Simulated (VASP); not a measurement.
# GaN (P6_3mc): a series in biaxial strain in the (0001) plane

How do the elastic response and the band edges of GaN follow biaxial strain in the (0001) plane?

Program: VASP 6.6.1. Level of theory: LDA; plane waves and PAW (Ga_d, N), in the first sound run; inputs show where later runs differ. Results are calculated unless marked as measured.

**1. Set-up**

Symmetry: P6_3mc, No. 186, hexagonal system. Conventional cell: a = 3.189 Å, b = 3.189 Å, c = 5.185 Å, α = 90.00°, β = 90.00°, γ = 120.00°. Nearest to Ga lie 4 N at 1.95 Å. Nearest to N lie 4 Ga at 1.95 Å. Farther neighbours and most contacts between anions are not listed.

**2. Relax the crystal, LDA**

The series starts from the cell that this level prefers, so that zero strain is near zero stress.

This step took 2 runs in a row; the last is shown.

Level: LDA; plane waves and PAW (Ga_d, N).

Contents of INCAR:

```
SYSTEM = GaN
PREC = Accurate
ENCUT = 600
EDIFF = 1E-07
NELM = 120
ISMEAR = 0
SIGMA = 0.02
LREAL = .FALSE.
ALGO = Normal
GGA = CA
NBANDS = 24
LORBIT = 11
LWAVE = .FALSE.
LCHARG = .FALSE.
KPAR = 16
IBRION = 2
NSW = 40
ISIF = 3
EDIFFG = -0.005
POTIM = 0.4
```

Contents of POSCAR:

```
GaN
1.0
    3.1569878740      0.0000000000      0.0000000000
   -1.5784939370      2.7340316987      0.0000000000
    0.0000000000      0.0000000000      5.1462931497
Ga N
2 2
Direct
    0.3333333333      0.6666666667      0.0002840653
    0.6666666667      0.3333333333      0.5002840653
    0.3333333333      0.6666666667      0.3767159347
    0.6666666667      0.3333333333      0.8767159347
```

Contents of KPOINTS:

```
Automatic mesh
0
Gamma
11 11 6
0 0 0
```

The projector-augmented-wave data sets are Ga_d and N (LDA family, release 64).

On the command line:

```
$ mpirun -np 16 vasp_std
```

Log:

```text
[banner, memory and clock lines left out]
running   16 mpi-ranks, on    1 nodes
[...]
|                                                                             |
|           W    W    AA    RRRRR   N    N  II  N    N   GGGG   !!!           |
|           W    W   A  A   R    R  NN   N  II  NN   N  G    G  !!!           |
|           W    W  A    A  R    R  N N  N  II  N N  N  G       !!!           |
|           W WW W  AAAAAA  RRRRR   N  N N  II  N  N N  G  GGG   !            |
|           WW  WW  A    A  R   R   N   NN  II  N   NN  G    G                |
|           W    W  A    A  R    R  N    N  II  N    N   GGGG   !!!           |
|                                                                             |
|     For optimal performance we recommend to set                             |
|       NCORE = 2 up to number-of-cores-per-socket                            |
|     NCORE specifies how many cores store one orbital (NPAR=cpu/NCORE).      |
|     This setting can greatly improve the performance of VASP for DFT.       |
[...]
|     Unfortunately you need to use the default for GW and RPA                |
|     calculations (for HF NCORE is supported but not extensively tested      |
|     yet).                                                                   |
|                                                                             |

 LDA part: xc-table for (Slater(with rela. corr.)+CA(PZ))
 , standard interpolation
 POSCAR, INCAR and KPOINTS ok, starting setup
[...]
entering main loop
       N       E                     dE             d eps       ncg     rms          rms(c)
DAV:   1     0.288841717390E+03    0.28884E+03   -0.19784E+04  3304   0.308E+03
DAV:   2     0.410890205876E+01   -0.28473E+03   -0.27190E+03  3328   0.555E+02
DAV:   3    -0.310434423540E+02   -0.35152E+02   -0.34797E+02  3760   0.150E+02
DAV:   4    -0.320413810488E+02   -0.99794E+00   -0.99632E+00  3664   0.283E+01
[...]
DAV:  17    -0.279113951915E+02    0.34767E-05   -0.71413E-06  5096   0.255E-02    0.881E-03
DAV:  18    -0.279113948604E+02    0.33103E-06   -0.15177E-06  4936   0.113E-02    0.277E-03
DAV:  19    -0.279113948211E+02    0.39377E-07   -0.15607E-07  2080   0.355E-03
   1 F= -.27911395E+02 E0= -.27911395E+02  d E =-.279114E+02
[...]
reached required accuracy - stopping structural energy minimisation
```

It took 7 s on 16 MPI ranks of Intel Xeon 6975P-C (Granite Rapids), shared host; peak memory 3.4 GiB.

Lines that name or quote the potential files are left out of all logs, and their timing lines are given in words.

Parts of OUTCAR (step 2):

```text
  Total        0.0055255      0.0055255      0.0109295      0.0000000     -0.0000000     -0.0000000
  in kB        0.1993008      0.1993008      0.3942214      0.0000000     -0.0000000     -0.0000000
  external PRESSURE =       0.2642743 kB  Pullay stress =       0.0000000 kB

 POSITION                                       TOTAL-FORCE (eV/Angst)
 -----------------------------------------------------------------------------------
     -0.00000      1.82269      0.00146         0.000000     -0.000000      0.000814
      1.57849      0.91134      2.57461        -0.000000      0.000000      0.000814
     -0.00000      1.82269      1.93869        -0.000000     -0.000000     -0.000814
      1.57849      0.91134      4.51184        -0.000000      0.000000     -0.000814
 -----------------------------------------------------------------------------------
    total drift:                               -0.000000     -0.000000      0.000639

  FREE ENERGIE OF THE ION-ELECTRON SYSTEM (eV)
  ---------------------------------------------------
  free  energy   TOTEN  =       -27.9113948211 eV

  energy  without entropy=      -27.9113948211  energy(sigma->0) =      -27.91139482

 reached required accuracy - stopping structural energy minimisation

[... 3 further parts left out ...]
[key lines of the parts left out:]
E-fermi :   5.5396
```

Read from the output:

- energy(sigma→0) of the program: -27.9114 eV
- stress, compression positive: xx, yy, zz 0.02, 0.02, 0.04 GPa
- volume: 44.419 Å³
- ionic steps: 1

**3. Strain along the normal, LDA**

One member in full: the plane is strained by -2 %, and the strain along the normal is moved by secant steps until the normal stress is under 0.012 GPa or five steps are spent; the atoms relax at each step.

This step took 2 runs, each at a new trial strain with the atoms of the one before; the last is shown.

Level: LDA; plane waves and PAW (Ga_d, N).

INCAR: that of step 2 with these lines changed.

```diff
@@ -14,7 +14,7 @@
 LCHARG = .FALSE.
-KPAR = 16
-IBRION = 2
-NSW = 40
-ISIF = 3
-EDIFFG = -0.005
-POTIM = 0.4
+KPAR = 4
+IBRION = 1
+NSW = 25
+ISIF = 2
+EDIFFG = -0.004
+POTIM = 0.3
```

Contents of POSCAR:

```
GaN
1.0
    3.0938481170      0.0000000000      0.0000000000
   -1.5469240580      2.6793510650      0.0000000000
    0.0000000000      0.0000000000      5.1981165260
Ga N
2 2
Direct
    0.3333333333      0.6666666667      0.0030203672
    0.6666666667      0.3333333333      0.5030203672
    0.3333333333      0.6666666667      0.3739796328
    0.6666666667      0.3333333333      0.8739796328
```

KPOINTS is that of step 2.

On the command line:

```
$ mpirun -np 4 vasp_std
```

Log:

```text
[banner, memory and clock lines left out]
running    4 mpi-ranks, on    1 nodes
[...]
LDA part: xc-table for (Slater(with rela. corr.)+CA(PZ))
 , standard interpolation
 POSCAR, INCAR and KPOINTS ok, starting setup
[...]
entering main loop
       N       E                     dE             d eps       ncg     rms          rms(c)
DAV:   1     0.283502650419E+03    0.28350E+03   -0.19708E+04  3336   0.310E+03
DAV:   2     0.239977155485E+01   -0.28110E+03   -0.26819E+03  3344   0.544E+02
DAV:   3    -0.311253515089E+02   -0.33525E+02   -0.33149E+02  3656   0.148E+02
DAV:   4    -0.321116704082E+02   -0.98632E+00   -0.98429E+00  3704   0.278E+01
[...]
DAV:  14    -0.278572837882E+02    0.64300E-05   -0.18857E-05  4448   0.412E-02    0.126E-02
DAV:  15    -0.278572833554E+02    0.43281E-06   -0.26854E-06  3768   0.116E-02    0.327E-03
DAV:  16    -0.278572833150E+02    0.40371E-07   -0.19499E-07  2768   0.411E-03
   1 F= -.27857283E+02 E0= -.27857283E+02  d E =-.278573E+02
 BRION: g(F)=  0.970E-07 g(S)=  0.000E+00
 reached required accuracy - stopping structural energy minimisation
```

Run time: 15 s. Hardware: 4 MPI ranks; peak memory 0.77 GiB; 48 s of CPU time.

OUTCAR, selected parts (step 3):

```text
  Total        2.6312964      2.6312964     -0.0019475      0.0000000      0.0000000      0.0000000
  in kB       97.8375864     97.8375864     -0.0724114      0.0000000      0.0000000      0.0000000
  external PRESSURE =      65.2009205 kB  Pullay stress =       0.0000000 kB

 POSITION                                       TOTAL-FORCE (eV/Angst)
 -----------------------------------------------------------------------------------
      0.00000      1.78623      0.01570        -0.000000     -0.000000      0.000915
      1.54692      0.89312      2.61476         0.000000      0.000000      0.000915
      0.00000      1.78623      1.94399         0.000000      0.000000     -0.000915
      1.54692      0.89312      4.54305        -0.000000     -0.000000     -0.000915
 -----------------------------------------------------------------------------------
    total drift:                                0.000000      0.000000      0.001070

  FREE ENERGIE OF THE ION-ELECTRON SYSTEM (eV)
  ---------------------------------------------------
  free  energy   TOTEN  =       -27.8572833150 eV

  energy  without entropy=      -27.8572833150  energy(sigma->0) =      -27.85728332

[... 2 parts as in an earlier step ...]

[... 2 further parts left out ...]
[key lines of the parts left out:]
E-fermi :   5.9406
```

Read from the output:

| Item | Value |
| --- | --- |
| energy(sigma→0) of the program | -27.8573 eV |
| stress, compression positive | xx, yy, zz 9.78, 9.78, -0.01 GPa |
| ionic steps | 1 |

**4. Band edges, HSE06**

Short lines in KPOINTS_OPT sample the zone centre along and across the normal of the plane, for masses, and the other valleys.

Level: HSE06; plane waves and PAW (Ga_d, N).

Contents of INCAR:

```
SYSTEM = GaN
PREC = Accurate
ENCUT = 600
EDIFF = 1E-06
NELM = 100
ISMEAR = 0
SIGMA = 0.02
LREAL = .FALSE.
ALGO = Normal
LHFCALC = .TRUE.
AEXX = 0.25
GGA = PE
HFSCREEN = 0.2
LASPH = .TRUE.
NBANDS = 23
PRECFOCK = Fast
LWAVE = .FALSE.
LCHARG = .FALSE.
KPAR = 4
```

POSCAR is that of step 3.

Contents of KPOINTS:

```
Automatic mesh
0
Gamma
6 6 3
0 0 0
```

Contents of KPOINTS_OPT:

```
Line mode
6
Line-mode
Reciprocal
  0.00000000   0.00000000   0.00000000
  0.00000000   0.00000000   0.04136530

  0.00000000   0.00000000   0.00000000
 -0.02462006   0.01231003   0.00000000

  0.50000000   0.00000000   0.00000000
  0.50000000   0.00000000   0.50000000

  0.33333333   0.33333333   0.00000000
  0.33333333   0.33333333   0.50000000
```

On the command line:

```
$ mpirun -np 4 vasp_std
```

Log:

```text
[banner, memory and clock lines left out]
running    4 mpi-ranks, on    1 nodes
[...]
|                                                                             |
|               ----> ADVICE to this user running VASP <----                  |
|                                                                             |
|     You enforced a specific xc type in the INCAR file but a different       |
|     [... a line on the potential file left out ...]
|     I HOPE YOU KNOW WHAT YOU ARE DOING!                                     |
|                                                                             |

 LDA part: xc-table for (Slater+PW92), standard interpolation
 found WAVECAR, reading the header
 POSCAR, INCAR and KPOINTS ok, starting setup
[...]
reading WAVECAR
 the WAVECAR file was read successfully
 initial charge from wavefunction
 entering main loop
       N       E                     dE             d eps       ncg     rms          rms(c)
DAV:   1    -0.294959040086E+02   -0.29496E+02   -0.24879E+00   963   0.390E+01    0.122E+00
DAV:   2    -0.294744708558E+02    0.21433E-01   -0.23877E-01  1078   0.910E+00    0.824E-01
DAV:   3    -0.294620590309E+02    0.12412E-01   -0.40746E-02  1042   0.327E+00    0.481E-01
DAV:   4    -0.294613474031E+02    0.71163E-03   -0.77702E-03  1115   0.103E+00    0.257E-01
[...]
DAV:   9    -0.294608104726E+02    0.54580E-05   -0.31472E-06   761   0.182E-02    0.133E-02
DAV:  10    -0.294608087137E+02    0.17589E-05   -0.12405E-06   584   0.997E-03    0.790E-03
DAV:  11    -0.294608081115E+02    0.60217E-06   -0.43657E-07   476   0.630E-03
   1 F= -.29460808E+02 E0= -.29460808E+02  d E =-.698067E-11
 Start KPOINTS_OPT (optional k-point list driver)
k-point batch [1-14\24]
       N       E                     dE             ncg
DAV:   1     0.212642297926E+04   -0.19360E+04      691
DAV:   2    -0.229589548184E+04   -0.44223E+04      679
DAV:   3    -0.293430561332E+04   -0.63841E+03      728
DAV:   4    -0.298182935377E+04   -0.47524E+02      854
[...]
DAV:   8    -0.298315683871E+04   -0.34679E-04      702
DAV:   9    -0.298315684014E+04   -0.14322E-05      591
DAV:  10    -0.298315684024E+04   -0.97627E-07      553
k-point batch [15-24\24]
       N       E                     dE             ncg
DAV:   1     0.441795541183E+04   -0.15532E+05      483
DAV:   2     0.124712556828E+04   -0.31708E+04      495
DAV:   3     0.858431636217E+03   -0.38869E+03      509
DAV:   4     0.840592126033E+03   -0.17840E+02      603
DAV:   5     0.840138828893E+03   -0.45330E+00      609
DAV:   6     0.840124491441E+03   -0.14337E-01      728
DAV:   7     0.840124176265E+03   -0.31518E-03      602
DAV:   8     0.840124170364E+03   -0.59014E-05      526
DAV:   9     0.840124170118E+03   -0.24557E-06      412
```

Elapsed: 9.7 min, on 4 MPI ranks; peak memory 1.3 GiB; 37 min of CPU time.

From OUTCAR (step 4):

```text
  LATTYP: Found a hexagonal cell.
 ALAT       =     3.0938481170
 C/A-ratio  =     1.6801459960

 Subroutine GETGRP returns: Found 12 space group operations
 (whereof  6 operations were pure point group operations)

The static configuration has the point symmetry C_3v.
 The point group associated with its full space group is C_6v.

 Found     14 irreducible k-points:

   k-points           NKPTS =     14   k-points in BZ     NKDIM =    108   number of bands    NBANDS=     23

   dimension x,y,z NGX =    28 NGY =   28 NGZ =   42
   dimension x,y,z NGXF=    56 NGYF=   56 NGZF=   84

   ENCUT  =  600.0 eV  44.10 Ry    6.64 a.u.   6.18  6.18 10.38*2*pi/ulx,y,z

   NELECT =      36.0000    total number of electrons

  exchange ACFDT corr.  =         0.00000000  see jH, gK, PRB 81, 115126

 E-fermi :   5.3649

 k-point     1 :       0.0000    0.0000    0.0000
  band No.  band energies     occupation
    ...
     14       4.1794      2.00000
     15       4.1794      2.00000
     16       5.0233      2.00000
     17       5.2819      2.00000
     18       5.2819      2.00000
     19       8.7780      0.00000
     20      11.7237      0.00000
     21      16.3323      0.00000
     22      17.3845      0.00000
     23      17.3869      0.00000

 k-point     2 :       0.1667    0.0000    0.0000
  band No.  band energies     occupation
    ...
     14       2.3018      2.00000
     15       3.4662      2.00000
     16       3.5954      2.00000
     17       4.7324      2.00000
     18       4.9928      2.00000
     19      10.2495      0.00000
     20      13.0853      0.00000
     21      15.1975      0.00000
     22      16.1521      0.00000
     23      17.6663      0.00000

 POSITION                                       TOTAL-FORCE (eV/Angst)
 -----------------------------------------------------------------------------------
      0.00000      1.78623      0.01570        -0.000000      0.000000     -0.017612
      1.54692      0.89312      2.61476         0.000000     -0.000000     -0.017612
      0.00000      1.78623      1.94399        -0.000000      0.000000      0.017612
      1.54692      0.89312      4.54305         0.000000      0.000000      0.017612
 -----------------------------------------------------------------------------------
    total drift:                                0.000000      0.000016      0.000482

  FREE ENERGIE OF THE ION-ELECTRON SYSTEM (eV)
  ---------------------------------------------------
  free  energy   TOTEN  =       -29.4608081115 eV

  energy  without entropy=      -29.4608081115  energy(sigma->0) =      -29.46080811

[... 1 part as in an earlier step ...]

[... 7 further parts left out ...]
```

This run gave:

| Property | Result |
| --- | --- |
| energy(sigma→0) of the program | -29.4608 eV |

**5. The whole series**

LASPH is off in runs at LDA and on in runs at HSE06.

Hybrid runs start from orbitals of a short LDA run, not shown.

Runs beyond LDA use the data sets made with LDA; this shifts their levels slightly, and their total energies have another zero.

The other members went through these steps as far as the tables show, with the same cutoff and, step by step, the same mesh; 30 runs are not shown. The session took 5.3 core hours (wall time by ranks) on a shared machine.

```tsv
in-plane strain (%)	strain along the normal (%)	in-plane stress, tension positive (GPa)	energy above the unstrained row (meV/atom)	gap on the mesh, LDA (eV)
-2.000	1.007	-9.784	13.530	2.167
-1.000	0.506	-4.712	3.419	2.148
-0.500	0.259	-2.320	0.900	2.132
0	0.010	-0.013	0.000	2.112
0.500	-0.234	2.224	0.675	2.088
1.000	-0.480	4.368	2.876	2.023
2.000	-0.970	8.419	11.670	1.881
```

Slopes at zero strain, from cubics through all rows: strain ratio -0.493, stress over strain 454 GPa. For (0001) the ratio is −2C₁₃/C₃₃.

Band edges at HSE06, counted from the valence-band top at Γ, with one row partly withheld:

```tsv
in-plane strain (%)	gap (eV)	conduction band at Γ (eV)	lowest conduction level on M–L (eV)	second valence level below the top (eV)	third valence level below the top (eV)
-2.000	3.496	3.496	5.426	0.000	0.259
-1.000	3.465	3.465	5.476	0.000	0.145
-0.500	3.442	3.442	5.496	0.000	0.093
0	3.415	3.415	5.513	0.000	0.045
0.500	3.383	3.383	5.526	0.000	0.001
1.000	?	?	5.496	0.040	0.040
2.000	3.154	3.154	5.434	0.114	0.114
```

Conduction masses, in electron masses:

```tsv
in-plane strain (%)	conduction mass at Γ, along the strain axis or the normal of the plane	conduction mass at Γ, across the strain axis or in the plane
-2.000	0.190	0.237
-1.000	0.192	0.227
-0.500	0.195	0.223
0	0.196	0.218
0.500	0.197	0.214
1.000	0.198	0.209
2.000	0.197	0.201
```

**6. Fit and prediction**

The quantity to fit is the conduction level at Γ above the mean of the three top valence levels at HSE06: 3.582, 3.513, 3.473, 3.430, 3.383, 3.230 eV in the rows shown.

A least-squares parabola through the 6 rows shown, with e the strain in %: E = − 0.005951 e² − 0.08833 e + 3.430 (eV), r.m.s. residual 5.6e-4 eV.

At e = 1 this predicts 3.3355 eV.

**7. The withheld row**

The calculation gives 3.3344 eV, so the prediction is 0.0011 eV too high, more than twice the residual of the fit.

**8. Summary of results**

| Item | Value |
| --- | --- |
| ratio of normal to in-plane strain | -0.493 |
| biaxial modulus | 454 GPa |
| gap of the unstrained cell, HSE06 | 3.41 eV |
| slope at zero strain of the conduction level at Γ above the mean of the three top valence levels, HSE06 | -88 meV per % |
| error of the predicted row | 1.1 meV |

**Reading.** As a check, the curvature of the energy gives 454 GPa for the same modulus (energy per volume = M × strain²), 0 % from the slope of the stress. The energy also has a linear term worth 0.15 GPa that the stress column lacks, a mark of the finite basis. At HSE06 the lowest conduction valley is Γ throughout, and the gap runs between 3.15 and 3.50 eV. Hole masses are left out throughout, since the top bands are degenerate or cross in many series; of conduction masses, those of the Γ, L and (for Si and Ge under (001) strain) Δ valleys are kept where they change by under an eighth between rows. A measured gap of unstrained GaN is 3.4 eV (arxiv:cond-mat/0412304, experimental optical band gap (direct, Gamma), temperature not given); the static gaps here belong to the lattice relaxed at LDA. HSE06 ran on a coarser mesh than the semilocal levels. Spin-orbit coupling is left out at HSE06, so the valence splittings there lack it. Temperature, zero-point motion and excitons are left out.

[Lines on the potential files, build, host, timing and source positions are cut from VASP's logs without a mark.]

[Logs are printed without paths, hosts, clocks, repeated set-up lines and the standing remarks that a program may print on its own settings, such as how far it seeks lower states.]

[Hosts, paths, dates, database ids (printed as entryN), source tags and the programs' standing remarks are cut or masked in the printed files.]

[In band tables of VASP the shares of atoms and orbitals are scaled to a sum of 1 inside the atoms' spheres.]
